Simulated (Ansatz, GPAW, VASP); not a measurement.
**One calculation of CdTe, 4 ways**

```xyz
2
Lattice="0.0000 3.2050 3.2050 3.2050 0.0000 3.2050 3.2050 3.2050 0.0000" Properties=species:S:1:pos:R:3 pbc="T T T"
Te    4.8075    4.8075    4.8075
Cd    0.0000    0.0000    0.0000
```

Alike in all runs: task single point; functional PBEsol; k mesh 7 × 7 × 7; occupations gaussian, width 0.1 eV; no spin polarisation; no spin-orbit coupling. Pressure is positive in compression and, in plane waves, holds the error of the finite cutoff, which Ansatz's Pulay term estimates and takes out.

```json
{"program and potentials": "Ansatz, Ansatz PAW", "plane-wave cutoff (eV)": "420", "notes": "potentials made for PBE, which Ansatz adapts in part; 18 valence electrons an atom on average; Pulay term of +0.03 GPa included", "pressure (GPa)": "1.67"}
{"program and potentials": "GPAW, PAW data sets generated for this functional", "plane-wave cutoff (eV)": "600", "notes": "9 valence electrons an atom on average", "pressure (GPa)": "1.26"}
{"program and potentials": "VASP, PBE PAW files Cd, Te, release 54, 520 eV", "plane-wave cutoff (eV)": "520", "notes": "potentials made for PBE; 9 valence electrons an atom on average", "pressure (GPa)": "1.86"}
{"program and potentials": "Ansatz, all-electron LAPW, scalar-relativistic", "plane-wave cutoff (eV)": "-", "notes": "-", "pressure (GPa)": "1.68"}
```

The pressure spans 1.26 (GPAW, PAW data sets generated for this functional) to 1.86 GPa (VASP, PBE PAW files Cd, Te, release 54, 520 eV), with all-electron results at 1.68.

The functional is the same throughout but for its coding, so the spread measures potentials, basis and numerics; runs on potential files found faulty are left out.
